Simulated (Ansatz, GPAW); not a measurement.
# Ni: programs and potentials compared

```
CELL_PARAMETERS angstrom
0.00000 1.73757 1.73757
1.73757 0.00000 1.73757
1.73757 1.73757 0.00000
ATOMIC_POSITIONS crystal
Ni 0.00000 0.00000 0.00000
```

Alike in all runs: task single point; functional PBE; k mesh 13 × 13 × 13; occupations gaussian, width 0.02 eV; collinear spin, ferromagnetic start; no spin-orbit coupling. Pressure is positive in compression and, in plane waves, holds the error of the finite cutoff, which Ansatz's Pulay term estimates and takes out.

```csv
program and potentials,plane-wave cutoff (eV),notes,pressure (GPa),net moment per atom (μB)
"Ansatz, Ansatz PAW",420,18 valence electrons an atom on average,?,?
"Ansatz, all-electron LAPW, scalar-relativistic",-,-,7.98,0.64
"GPAW, GPAW PAW data sets (gpaw-data 1.2.1)",600,16 valence electrons an atom on average; this data set often lies off other programs,10.46,0.64
```

Question: Estimate from the other rows what the run with Ansatz, Ansatz PAW gave.

Answer: Pressure 8.01 GPa; net moment per atom 0.64 μB. Its pressure holds a Pulay term of +0.06 GPa. The other rows, which needn't bracket it: pressure 7.98 to 10.46; net moment per atom 0.64.
